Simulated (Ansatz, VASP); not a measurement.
# Cross-check of HfO2 between VASP and Ansatz

Wanted: the spread between two codes on one cell, functional and k mesh. The structure shown is the end of the Ansatz relaxation below.

Program: Ansatz 0.2.0. Level of theory: plane waves, with VASP 6.6.1 beside it; PBEsol. Results are calculated unless marked as measured.

## (1) The starting structure

The structure is orthorhombic, space group Pca2_1 (No. 29). Conventional cell: a = 5.218 Å, b = 5.005 Å, c = 5.093 Å, α = 90.00°, β = 90.00°, γ = 90.00°. Nearest to Hf lie 7 O at 2.03 to 2.23 Å. O has 3 Hf at 2.03 to 2.15 Å nearest. Nearest to O lie 4 Hf at 2.12 to 2.23 Å. Farther neighbours and most contacts between anions are not listed.

## (2) Ansatz: relaxation, PBEsol

Ansatz runs on its PAW soft_1 files.

This run makes the geometry at which the two programs are then compared.

input.yaml

```yaml
crystal:
  lattice:
    - [5.2155574275, 0.0, 0.0]
    - [0.0, 5.0052744525, 0.0]
    - [0.0, 0.0, 5.0926725]
  atoms:
    - { symbol: Hf, position: [0.9671098, 0.7324279, 0.7526446] }
    - { symbol: Hf, position: [0.0328902, 0.2675721, 0.2526446] }
    - { symbol: Hf, position: [0.4671098, 0.2675721, 0.7526446] }
    - { symbol: Hf, position: [0.5328902, 0.7324279, 0.2526446] }
    - { symbol: O, position: [0.6319774, 0.9282763, 0.8902418] }
    - { symbol: O, position: [0.3680226, 0.0717237, 0.3902418] }
    - { symbol: O, position: [0.1319774, 0.0717237, 0.8902418] }
    - { symbol: O, position: [0.8680226, 0.9282763, 0.3902418] }
    - { symbol: O, position: [0.7659856, 0.4596735, 0.0011137] }
    - { symbol: O, position: [0.2340144, 0.5403265, 0.5011137] }
    - { symbol: O, position: [0.2659856, 0.5403265, 0.0011137] }
    - { symbol: O, position: [0.7340144, 0.4596735, 0.5011137] }
kpoints:
  mp_grid: { grid: [6, 6, 6] }
scf:
  occupations: { method: fermi_dirac, width: 0.02 }
hamiltonian:
  xc: pbesol
  pseudopotentials: { kind: paw, azcp: { folder: soft_1 }, xc_functional: pbe }
basis:
  ecutwfc: 600
output:
  forces: true
  stress: true
relax:
  f_tol: 0.005
  max_steps: 70
  cell: { stress_tol: 0.02, p_target: 0, fix: [c, alpha, beta, gamma] }
```

Run with:

```
$ ansatz run input.yaml --threads 4 --pin off --max-ram 10240MiB --backend cpu --events-out ev --progress --plain --runs-dir out
```

Numbers of over 12 decimals in the logs are rounded to 6 here.

The log of the run:

```text
Engine: ansatz 0.2.0, aarch64-unknown-linux-gnu
Pseudopotentials: kind: paw
Pseudopotential: Hf, paw, valence charge 26, recommended cutoff 420 eV (normal), soft_1/Hf.paw.azcp
Pseudopotential: O, paw, valence charge 6, recommended cutoff 420 eV (normal), soft_1/O.paw.azcp
Functional definition: PBEsol
  exchange = pbesol_x
  correlation = pbesol_c
Crystal: 12 atoms, lattice volume = 132.946 Å³
Basis set: ecut = 600 eV, 4447 PW (Γ), exchange–correlation on 90×80×90 points (8 copies of the dense FFT grid, shifted against one another)
Bands: 92, of which v1, the nominal top of the filled ones, is band 76 counted from 1 (75 counted from 0)
Symmetry: 4 space group operations
Space group: Pca21 (ITA 29), of the structure as read, at distance tolerance 5.1e-5 Å
k-points: 64 of 216 (time reversal used)
Non-local potential: Hf, projectors of the file, l = 0: 3, l = 1: 2, l = 2: 2, l = 3: 3
Non-local potential: O, projectors of the file, l = 0: 2, l = 1: 2, l = 2: 1
PAW form: soft (Blöchl's): semilocal exchange-correlation on the pseudo side does not see the compensation charge
PAW frozen core: Hf, regenerated for the run's functional, and the local potential with it (the file was generated under x = pbe(κ = 0.804, μ = 0.219515), c = pbe(β = 0.066725))
PAW frozen core: O, regenerated for the run's functional, and the local potential with it (the file was generated under x = pbe(κ = 0.804, μ = 0.219515), c = pbe(β = 0.066725))
PAW one-centre angular grid: Hf, 590 points (default); XC on 64 Gauss nodes
PAW one-centre angular grid: O, 110 points (default); XC on 64 Gauss nodes
Initial density: superposition of atomic densities (chi_scale 0.1, normalization cell, long waves kept (reshape's long-wave potential 0.01 eV rms))
Initial wavefunctions: pseudopotential atomic-orbital guess
Functional: x = pbesol(κ = 0.804, μ = 0.123457), c = pbesol(β = 0.046)
SCF iter   1: F=—  HF=-66906.751891 eV  |F-HF|=—  |Δ(HF+E_count)|=         —  Δρ=9.36e-2  dr2=8.97e0  ethr=3.10e-3  ⟨swp⟩=6.0  Hψ=17739  notcnv=0  defer=173
preconditioner: auto → Resta (q_TF=auto, 2.790 Å⁻¹)  ε∞=5.1  [insulator: Δε(μ)=3.325 eV  Ē_g=19.161 eV  σ=0.020 eV  W_gap=1.00  n_scr=52 (ndim 8)  ℏωp=38.6 eV  f_vac=0.000  D(μ)=0.00/eV (n_scr^D=0)  ε∞_Penn≈5.1]
SCF iter   2: F=—  HF=-66904.718200 eV  |F-HF|=—  |Δ(HF+E_count)|=    2.03e0  Δρ=4.23e-2  dr2=2.03e0  ethr=3.10e-3  ⟨swp⟩=2.9  Hψ=12044  notcnv=0  defer=611
SCF iter   3: F=—  HF=-66904.159526 eV  |F-HF|=—  |Δ(HF+E_count)|=   5.59e-1  Δρ=2.22e-2  dr2=5.97e-1  ethr=1.34e-3  ⟨swp⟩=2.0  Hψ=9168  notcnv=0  defer=611
SCF iter   4: F=—  HF=-66904.022420 eV  |F-HF|=—  |Δ(HF+E_count)|=   1.37e-1  Δρ=8.41e-3  dr2=5.48e-2  ethr=3.93e-4  ⟨swp⟩=3.0  Hψ=10924  notcnv=0  defer=611
SCF iter   5: F=—  HF=-66904.050890 eV  |F-HF|=—  |Δ(HF+E_count)|=   2.85e-2  Δρ=3.30e-3  dr2=1.73e-2  ethr=3.61e-5  ⟨swp⟩=2.0  Hψ=9623  notcnv=0  defer=611
SCF iter   6: F=—  HF=-66904.042912 eV  |F-HF|=—  |Δ(HF+E_count)|=   7.98e-3  Δρ=8.47e-4  dr2=8.11e-4  ethr=1.14e-5  ⟨swp⟩=2.0  Hψ=10606  notcnv=0  defer=610
SCF iter   7: F=—  HF=-66904.044014 eV  |F-HF|=—  |Δ(HF+E_count)|=   1.10e-3  Δρ=5.06e-4  dr2=2.46e-4  ethr=5.34e-7  ⟨swp⟩=2.0  Hψ=10142  notcnv=0  defer=610
SCF iter   8: F=—  HF=-66904.044012 eV  |F-HF|=—  |Δ(HF+E_count)|=   2.18e-6  Δρ=2.86e-4  dr2=8.45e-5  ethr=1.62e-7  ⟨swp⟩=2.0  Hψ=9161  notcnv=0  defer=610
SCF iter   9: F=—  HF=-66904.043876 eV  |F-HF|=—  |Δ(HF+E_count)|=   1.36e-4  Δρ=4.67e-5  dr2=1.96e-6  ethr=5.56e-8  ⟨swp⟩=2.0  Hψ=9434  notcnv=0  defer=610
SCF iter  10: F=-66904.043877 eV  HF=-66904.043877 eV  |F-HF|=3.19e-8  |Δ(HF+E_count)|=   1.45e-6  Δρ=8.23e-6  dr2=7.53e-8  ethr=6.58e-11  ⟨swp⟩=3.4  Hψ=24532  notcnv=0
SCF 1 converged in 10 iterations: F = -66904.043877 eV  dr2 = 7.53e-8
  greatest PAW one-centre occupation: 0.999 electrons in one spin orbital (limit 2), on the Hf atom at site 2 (counted from 0), in its partial waves of l = 3
relax step   1: F+E_penalty+E_count = -66904.04387747 eV  Δ(F+E_penalty+E_count) = +0.000e0 eV  max|allowed force component| = 3.715e-2 eV/Å  Δτ_max = 0.0000 Å  P = -1.146 GPa  Ω = 132.946 Å³  fix = [c, alpha, beta, gamma]  reactions: c -3.527 GPa  (10 SCF iters, dr2 threshold 1.00e-7 eV, accepted)
[...]
relax step   4: F+E_penalty+E_count = -66904.04466295 eV  Δ(F+E_penalty+E_count) = -1.728e-4 eV  max|allowed force component| = 1.466e-2 eV/Å  Δτ_max = 0.0077 Å  P = -1.167 GPa  Ω = 133.033 Å³  energy of the carried Pulay correction = -1.262e-5 eV  fix = [c, alpha, beta, gamma]  reactions: c -3.382 GPa  (7 SCF iters, dr2 threshold 1.85e-8 eV, accepted)
[...]
relax step   5: F+E_penalty+E_count = -66904.04472306 eV  Δ(F+E_penalty+E_count) = -6.011e-5 eV  max|allowed force component| = 1.147e-2 eV/Å  Δτ_max = 0.0016 Å  P = -1.099 GPa  Ω = 132.999 Å³  energy of the carried Pulay correction = -7.797e-6 eV  fix = [c, alpha, beta, gamma]  reactions: c -3.342 GPa  (5 SCF iters, dr2 threshold 6.71e-8 eV, accepted)
[...]
relax step   6: F+E_penalty+E_count = -66904.04473955 eV  Δ(F+E_penalty+E_count) = -1.649e-5 eV  max|allowed force component| = 5.870e-4 eV/Å  Δτ_max = 0.0008 Å  P = -1.121 GPa  Ω = 133.001 Å³  energy of the carried Pulay correction = -8.018e-6 eV  fix = [c, alpha, beta, gamma]  reactions: c -3.361 GPa  (6 SCF iters, dr2 threshold 8.23e-9 eV, accepted)
[...]
relax step   7: F+E_penalty+E_count = -66904.04474709 eV  Δ(F+E_penalty+E_count) = -7.534e-6 eV  max|allowed force component| = 5.947e-4 eV/Å  Δτ_max = 0.0000 Å  P = -1.121 GPa  Ω = 133.001 Å³  fix = [c, alpha, beta, gamma]  reactions: c -3.360 GPa  stress off target by 4.14e-3 GPa on what of the cell is left free  SCF on the basis re-selected at this cell (its energy is not comparable with the rows above)  (5 SCF iters)
basis re-selected at this cell: Δ(F+E_penalty+E_count) = -7.534e-6 eV, ΔP = -0.000 GPa vs the last step (what re-selecting the basis moved, of the pressure what is left beyond the Pulay correction that the steps carried, after the strain that the cell walked since its last selection, with what the two solves' SCF thresholds leave and, on support functions, any second-order correction that the steps lacked; it is no m [...]
SCF converged after 5 iterations
Free energy (F): -66904.044747 eV
Harris-Foulkes:  -66904.044747 eV  (|F-HF|=4.37e-11)
Internal energy: -66904.044747 eV  (E = F + TS)
E sigma→0 (E₀):  -66904.044747 eV
Fermi energy:    15.820388 eV
--- Per-component energies (eV) ---
  E_band       = -63.628712
  E_kinetic    = 2968.308985
  E_local      = -28471.564036  (includes V_loc(G=0)·N_el)
  E_nonlocal   = 707.292828
  E_hartree    = 13545.176663
  E_xc         = -1622.998587
  E_vxc        = -1743.413578  (∫ρ·V_xc dr)
  E_paw        = -31573.537701  (= ΣΔE_a)
  E_vpaw       = -614.608225  (= ΣTr[D̂ρ^β])
  E_aug_tail   = 0.001638  (compensation charges beyond the density's cutoff)
  E_ewald      = -22462.011066
  E_core_change = 5.286528  (= ΣΔE_core)
  E_smearing   = -0.000000  (= −TS)
  E_closure    = -0.000000  (closes the sum)
  Σ components = -66904.044747   (vs F -66904.044747, Δ=0.00e0)
--- Forces (eV/Å), atoms counted from 1 ---
  atom   1  Hf    -0.00054505     0.00059473     0.00031559
  atom   2  Hf     0.00054505    -0.00059473     0.00031559
  atom   3  Hf    -0.00054505    -0.00059473     0.00031559
  atom   4  Hf     0.00054505     0.00059473     0.00031559
  atom   5  O      0.00010235     0.00032639    -0.00032609
  atom   6  O     -0.00010235    -0.00032639    -0.00032609
  atom   7  O      0.00010235    -0.00032639    -0.00032609
  atom   8  O     -0.00010235     0.00032639    -0.00032609
  atom   9  O     -0.00005928    -0.00000596     0.00000939
  atom  10  O      0.00005928     0.00000596     0.00000939
  atom  11  O     -0.00005928     0.00000596     0.00000939
  atom  12  O      0.00005928    -0.00000596     0.00000939
  max |Σ_I F_I| component: 4.44e-6 eV/Å
--- Stress (GPa, compression-positive) ---
       -0.004140      -0.000000       0.000000
       -0.000000       0.001841       0.000000
        0.000000       0.000000      -3.360493
  P = ⅓ Tr σ = -1.1209 GPa (-11.209 kbar)
--- Relaxed structure (6 steps of the walk, 6 accepted, 1 SCFs on fresh bases) ---
  F+E_penalty+E_count = -66904.04474709 eV   max|allowed force component| = 5.947e-4 eV/Å   (the final SCF, on the basis selected at the relaxed cell)
  cell:  # Å, volume = 133.0009 Å³
    - [5.218076, 0, 0]
    - [0, 5.004935, 0]
    - [0, 0, 5.0926725]
  atoms:
    - { symbol: Hf, position: [0.966900, 0.732389, 0.751790] }
    - { symbol: Hf, position: [0.033100, 0.267611, 0.251790] }
    - { symbol: Hf, position: [0.466900, 0.267611, 0.751790] }
    - { symbol: Hf, position: [0.533100, 0.732389, 0.251790] }
    - { symbol: O, position: [0.633069, 0.929514, 0.891830] }
    - { symbol: O, position: [0.366931, 0.070486, 0.391830] }
    - { symbol: O, position: [0.133069, 0.070486, 0.891830] }
    - { symbol: O, position: [0.866931, 0.929514, 0.391830] }
    - { symbol: O, position: [0.766400, 0.459806, 0.000380475] }
    - { symbol: O, position: [0.233600, 0.540194, 0.500380] }
    - { symbol: O, position: [0.266400, 0.540194, 0.000380475] }
    - { symbol: O, position: [0.733600, 0.459806, 0.500380] }
```

In the SCF lines HF is the Harris–Foulkes energy and dr2 the Hartree energy of the density residual, in eV; the loop may stop once dr2 is under the threshold and the program's other checks hold. Hψ counts applications of the Hamiltonian.

[end of part 1 of 3]

[Lines on the potential files, build, host, timing and source positions are cut from VASP's logs without a mark.]

[Logs are printed without paths, hosts, clocks, repeated set-up lines and the standing remarks that a program may print on its own settings, such as how far it seeks lower states.]

[Hosts, paths, dates, database ids (printed as entryN), source tags and the programs' standing remarks are cut or masked in the printed files.]
